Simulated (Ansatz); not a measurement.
# ZrSi7O16: the cost of one run

Program: Ansatz 0.2.0. Level of theory: DFT PBE, scalar-relativistic, plane waves, PAW. These are calculated values, not measurements.

2 further runs of the same task are left out: 2 set aside as unsound or not needed.

## Step 1: The system as given

The cell holds 24 atoms (O16Si7Zr): a = 7.108 Å, b = 7.108 Å, c = 7.372 Å, α = 90.00°, β = 90.00°, γ = 90.00°.

The coordinates of this cell stand in the input of its own run.

The host was relaxed before at PBE: a = 5.026 Å, b = 5.026 Å, c = 7.372 Å, α = 90.00°, β = 90.00°, γ = 90.00° (conventional cell), 15.520 Å³/atom.

Places, in fractions of the supercell: Zr in place of Si at (0.500, 0.500, 0.000). The start keeps the symmetry of the ideal site.

Earlier runs gave the host's free energy in this supercell, -14192.836 eV, its gap, 5.74 eV.

## Step 2: Charge 0, atoms relaxed

File input.yaml:

```yaml
crystal:
  lattice:
    - [5.0262964608, -5.0262964608, 0.0]
    - [-5.0262964608, -5.0262964608, 0.0]
    - [0.0, 0.0, -7.3717295607]
  atoms:
    - { symbol: Zr, position: [0.5, 0.5, 0.0] }
    - { symbol: Si, position: [0.0, 0.5, 0.5] }
    - { symbol: Si, position: [0.0, 1.0, 1.0] }
    - { symbol: Si, position: [0.5, 1.0, 0.5] }
    - { symbol: Si, position: [0.75, 0.25, 0.25] }
    - { symbol: Si, position: [0.25, 0.25, 0.75] }
    - { symbol: Si, position: [0.25, 0.75, 0.25] }
    - { symbol: Si, position: [0.75, 0.75, 0.75] }
    - { symbol: O, position: [0.9212397464, 0.3287602536, 0.375] }
    - { symbol: O, position: [0.4212397464, 0.3287602536, 0.875] }
    - { symbol: O, position: [0.4212397464, 0.8287602536, 0.375] }
    - { symbol: O, position: [0.9212397464, 0.8287602536, 0.875] }
    - { symbol: O, position: [0.8287602536, 0.0787602536, 0.125] }
    - { symbol: O, position: [0.3287602536, 0.0787602536, 0.625] }
    - { symbol: O, position: [0.3287602536, 0.5787602536, 0.125] }
    - { symbol: O, position: [0.8287602536, 0.5787602536, 0.625] }
    - { symbol: O, position: [0.6712397464, 0.4212397464, 0.125] }
    - { symbol: O, position: [0.1712397464, 0.4212397464, 0.625] }
    - { symbol: O, position: [0.1712397464, 0.9212397464, 0.125] }
    - { symbol: O, position: [0.6712397464, 0.9212397464, 0.625] }
    - { symbol: O, position: [0.5787602536, 0.1712397464, 0.375] }
    - { symbol: O, position: [0.0787602536, 0.1712397464, 0.875] }
    - { symbol: O, position: [0.0787602536, 0.6712397464, 0.375] }
    - { symbol: O, position: [0.5787602536, 0.6712397464, 0.875] }
  host:
    lattice:
      - [-2.5131482304, 2.5131482304, 3.6858647803]
      - [2.5131482304, -2.5131482304, 3.6858647803]
      - [2.5131482304, 2.5131482304, -3.6858647803]
    atoms:
      - { symbol: Si, position: [0.0, 0.0, 0.0] }
      - { symbol: Si, position: [0.75, 0.25, 0.5] }
      - { symbol: O, position: [0.375, 0.2174794929, 0.3424794929] }
      - { symbol: O, position: [0.9674794929, 0.625, 0.8424794929] }
      - { symbol: O, position: [0.7825205071, 0.125, 0.1575205071] }
      - { symbol: O, position: [0.875, 0.0325205071, 0.6575205071] }
basis:
  ecutwfc: 420
  xc_grid: 2
kpoints:
  mp_grid: { grid: [2, 2, 2], shift: [0.5, 0.5, 0.5] }
hamiltonian:
  xc: pbe
scf:
  occupations: { method: gaussian, width: 0.02 }
output:
  forces: true
  stress: false
  eigenvalues: true
  charged_corrections: { defect_position: [0.5, 0.5, 0.0] }
  write_density: true
  write_potential: true
  elf: true
  volumetric_format: npy
relax:
  adjacent_minimum: "off"
  f_tol: 0.03
  max_steps: 40
```

Launch:

```
$ ansatz run input.yaml --threads 8 --pin off --max-ram 16384MiB --backend cpu --events-out ev --progress --plain --runs-dir out
```

**Question.** How long does this run take on 8 threads of Arm Neoverse V1, shared host, and how much memory does it need?

About 9.1 s, with a peak of 0.56 GiB.
